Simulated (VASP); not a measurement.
# MoS2 in VASP: a series of runs, part 2 of 2

VASP 6.6.1. Earlier steps stand in the parts before.

### Step 3. Relaxation of cell and atoms, PBE+D3(BJ)

This run uses another cell than the first one, of 60.65 Å³/atom, 0.990 times its volume.

INCAR reads:

```
SYSTEM = MoS2
PREC = Accurate
ENCUT = 600
EDIFF = 1E-7
ISMEAR = 0
SIGMA = 0.03
LREAL = .False.
LASPH = .True.
NELM = 80
ALGO = Normal
ISIF = 3
LWAVE = .False.
LCHARG = .False.
GGA = PE
IVDW = 12
IBRION = 2
NSW = 90
EDIFFG = -0.005
LATTICE_CONSTRAINTS = .TRUE. .TRUE. .FALSE.
KPAR = 4
```

KPOINTS reads:

```
Automatic mesh
0
Gamma
  12 12 1
  0 0 0
```

POSCAR reads:

```
MoS2                                    
1.0
    3.1531462914      0.0000000000      0.0000000000
   -1.5765731457      2.7307047857      0.0000000000
    0.0000000000      0.0000000000     21.1302960000
  S               Mo            
     2     1
Direct
     0.3333333300000021    0.6666666699999979    0.4258408315190520
     0.3333333300000021    0.6666666699999979    0.5741591684809482
     0.6666666699999979    0.3333333300000021    0.5000000000000000
```

Potentials or basis: VASP PAW PBE potentials, release 64 (S, Mo_sv).

Command:

```bash
cat potpaw_PBE.64/S/POTCAR potpaw_PBE.64/Mo_sv/POTCAR > POTCAR
mpirun -np 4 vasp_std > vasp.out
```

OUTCAR:

```text
SYSTEM = MoS2
   PREC = Accurate
   ENCUT = 600
   EDIFF = 1E-7
   ISMEAR = 0
   LREAL = .False.
   LASPH = .True.
   NELM = 80
   ISIF = 3
   GGA = PE
   IVDW = 12
   IBRION = 2
   NSW = 90
   EDIFFG = -0.005
 IVDW          = 12

 ion  position               nearest neighbor table
   1  0.333  0.667  0.426-   3 2.40   3 2.40   3 2.40
   2  0.333  0.667  0.574-   3 2.40   3 2.40   3 2.40
   3  0.667  0.333  0.500-   1 2.40   2 2.40   1 2.40   2 2.40   1 2.40   2 2.40

  LATTYP: Found a hexagonal cell.
 ALAT       =     3.1531462914
 C/A-ratio  =     6.7013370289

  Lattice vectors:

 A1 = (   3.1531462914,   0.0000000000,   0.0000000000)
 A2 = (  -1.5765731457,   2.7307047857,   0.0000000000)
 A3 = (   0.0000000000,   0.0000000000,  21.1302960000)

Analysis of symmetry for initial positions (statically):
=====================================================================
 Subroutine PRICEL returns:
 Original cell was already a primitive cell.

 Routine SETGRP: Setting up the symmetry group for a
 hexagonal supercell.

 Subroutine GETGRP returns: Found 12 space group operations
 (whereof 12 operations were pure point group operations)
 out of a pool of 24 trial point group operations.

The static configuration has the point symmetry D_3h.

Analysis of symmetry for dynamics (positions and initial velocities):
=====================================================================
 Subroutine PRICEL returns:
 Original cell was already a primitive cell.

 Routine SETGRP: Setting up the symmetry group for a
 hexagonal supercell.

 Subroutine GETGRP returns: Found 12 space group operations
 (whereof 12 operations were pure point group operations)
 out of a pool of 24 trial point group operations.

The dynamic configuration has the point symmetry D_3h.

[... 111 lines left out ...]
   IALGO  =     38    algorithm
   IMIX   =      4    mixing-type and parameters
     AMIX     =   0.40;   BMIX     =  1.00
     AMIX_MAG =   1.60;   BMIX_MAG =  1.00
  volume/ion in A,a.u.               =      60.65       409.26
  Fermi-wavevector in a.u.,A,eV,Ry     =   0.855903  1.617422  9.967215  0.732570
  Thomas-Fermi vector in A             =   1.972723
   LORBIT       =      0    0 simple, 1 ext, 2 COOP (PROOUT), +10 PAW based schemes
   GGA     = PE    functional components
   LHFCALC =     F    Hartree Fock is set to
   AEXX    =    0.0000 exact exchange contribution
   IVDW    =    12    specifies the selected vdW correction
   LEPSILON=     F    determine dielectric tensor
   LRPA    =     F    only Hartree local field effects (RPA)
 conjugate gradient relaxation of ions
 non-spin polarized calculation
 Gauss-broadening in eV      SIGMA  =   0.03
  energy-cutoff  :      600.00
  volume of cell :      181.94
 maximum number of plane-waves:      6105
 NGX is ok and might be reduce to    28
   NGX = 13   NGY = 13   NGZ = 85

 number of electron      25.9999999 magnetization

 Free energy of the ion-electron system (eV)
  ---------------------------------------------------
  ext. energy  EPLUGINS =         0.00000000
  ---------------------------------------------------
  free energy    TOTEN  =       -21.84398075 eV

  energy without entropy =      -21.84398075  energy(sigma->0) =      -21.84398075

 E-fermi :  -1.9788     XC(G=0):  -3.6515

 val. band max:       -2.1488117532   @ k =   0.3333   0.3333   0.0000
 cond. band min:      -0.3655873194   @ k =   0.3333   0.3333   0.0000
 fundamental gap:      1.7832244338
 Fermi energy:        -1.9787959380

 k-point     1 :       0.0000    0.0000    0.0000
  band No.  band energies     occupation
      1     -62.9823      2.00000
      2     -37.1433      2.00000
      3     -36.9042      2.00000
      4     -36.9042      2.00000
      5     -16.3141      2.00000
      6     -15.0099      2.00000
[... 357 lines left out ...]
      4     -37.0503      2.00000
      5     -14.0692      2.00000
      6     -14.0459      2.00000
[... 9 lines left out ...]
     16       1.4788      0.00000
     17       2.8784      0.00000

------------------------ aborting loop because EDIFF is reached ----------------------------------------

 Edisp (eV)   -0.95887

 E8    (eV) :    -0.4147

  FORCE on cell =-STRESS in cart. coord.  units (eV):
  Direction    XX          YY          ZZ          XY          YZ          ZX
  --------------------------------------------------------------------------------------
  -------------------------------------------------------------------------------------
  Total       0.00078     0.00078    -0.02230     0.00000     0.00000     0.00000
  in kB       0.00684     0.00684    -0.19637     0.00000     0.00000     0.00000
  external pressure =       -0.06 kB  Pullay stress =        0.00 kB

 VOLUME and BASIS-vectors are now :
 -----------------------------------------------------------------------------
  energy-cutoff  :      600.00
  volume of cell :      181.94
      direct lattice vectors                 reciprocal lattice vectors
     3.153146291  0.000000000  0.000000000     0.317143547  0.183102913  0.000000000
    -1.576573146  2.730704786  0.000000000     0.000000000  0.366205825  0.000000000
     0.000000000  0.000000000 21.130296000     0.000000000  0.000000000  0.047325414

 POSITION                                       TOTAL-FORCE (eV/Angst)
 -----------------------------------------------------------------------------------
     -0.00000      1.82047      8.99814         0.000000     -0.000000     -0.000864
     -0.00000      1.82047     12.13215         0.000000     -0.000000      0.000864
      1.57657      0.91023     10.56515        -0.000000      0.000000      0.000000
 -----------------------------------------------------------------------------------
    total drift:                               -0.000013      0.000008      0.000000

  FREE ENERGIE OF THE ION-ELECTRON SYSTEM (eV)
  ---------------------------------------------------
  free  energy   TOTEN  =       -22.8028555812 eV

  energy  without entropy=      -22.8028555812  energy(sigma->0) =      -22.80285558

 reached required accuracy - stopping structural energy minimisation
```

It took 68 s on 4 MPI ranks of Intel Xeon Platinum 8175M at 2.50GHz (Skylake/Cascade Lake), shared host; peak memory 0.43 GiB.

What came out:

```
Free energy                : -22.8029 eV
Band gap on the k mesh     : 1.78 eV, direct
Dispersion energy per atom : -0.320 eV
```

Final structure:
```cif
data_structure
_symmetry_space_group_name_H-M 'P 1'
_symmetry_Int_Tables_number 1
_cell_length_a 3.1531
_cell_length_b 3.1531
_cell_length_c 21.1303
_cell_angle_alpha 90.000
_cell_angle_beta 90.000
_cell_angle_gamma 120.000
_cell_volume 181.94
loop_
_atom_site_label
_atom_site_type_symbol
_atom_site_fract_x
_atom_site_fract_y
_atom_site_fract_z
_atom_site_occupancy
S1 S 0.33333 0.66667 0.42584 1
S2 S 0.33333 0.66667 0.57416 1
Mo1 Mo 0.66667 0.33333 0.50000 1
```

Levels at points of the mesh, in eV from the valence-band top:
```
           k point  band 11  band 12  band 13  band 14  band 15  band 16
(0.00, 0.00, 0.00)    -1.45    -1.45    -0.09     2.84     2.84     3.08
(0.50, 0.00, 0.00)    -1.95    -0.91    -0.65     2.36     2.86     3.93
```

Caveat: the relaxation stopped at its first step, so nothing moved.
